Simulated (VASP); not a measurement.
Write the native input for VASP 6.6.1 that does the following.

| Item | Value |
| --- | --- |
| Task | relaxation of cell and atoms |
| Functional | PBEsol |
| Potentials or basis | VASP PAW PBE potentials, release 64 (Sb) |
| Cutoff | 300 eV |
| k mesh | 14 × 14 × 14 |
| Occupations | gaussian, width 0.1 eV |
| Spin | no spin polarisation |
| Further INCAR settings | ALGO = Normal; EDIFF = 1e-07; IBRION = 2; EDIFFG = -0.005; NSW = 90; ISIF = 3 |

The structure of Sb lies in POSCAR:

```
Sb
1.0
    3.0833436100      0.0000000000      0.0000000000
    0.0000000000      3.0833436100      0.0000000000
    0.0000000000      0.0000000000      3.0833436100
Sb
1
Direct
    0.0000000000      0.0000000000      0.0000000000
```

This isn't the form of Sb at room conditions, which is rhombohedral.

These files were run (other wordings do the same):

INCAR

```
ALGO = Normal ; EDIFF = 1E-7
EDIFFG = -0.005 ; ENCUT = 300
GGA = PS ; IBRION = 2
ISIF = 3 ; ISMEAR = 0
LASPH = T ; LCHARG = F
LREAL = F ; LWAVE = F
NELM = 60 ; NSW = 90
PREC = Accurate ; SIGMA = 0.1
```

KPOINTS

```
k-points
0
Gamma
  14 14 14
```

Potentials or basis: VASP PAW PBE potentials, release 64 (Sb).

Run with:

```bash
$ cat potpaw_PBE.64/Sb/POTCAR > POTCAR
$ mpirun -np 1 vasp_std > vasp.out
```

Results of the run:

| Property | Result |
| --- | --- |
| Relaxed volume | 28.75 Å³/atom |
| Relaxed cell | a = 3.063 Å, b = 3.063 Å, c = 3.063 Å, α = 90.00°, β = 90.00°, γ = 90.00° |
| Space group after relaxing (to 0.05 Å) | Pm-3m (No. 221) |
| Energy gained by relaxing | 2.1 meV/atom |
| Ionic steps | 3 |
| Pressure after relaxing | 0.0 GPa |
| Band gap on the k mesh | none (metal or under the smearing width) |

Caveat: the PAW data sets were made with another functional, which shifts forces and pressure a little.

It took 9.5 s on 1 thread of Intel(R) Xeon(R) Platinum 8488C (Sapphire Rapids), on a shared host, peak memory 0.12 GiB.
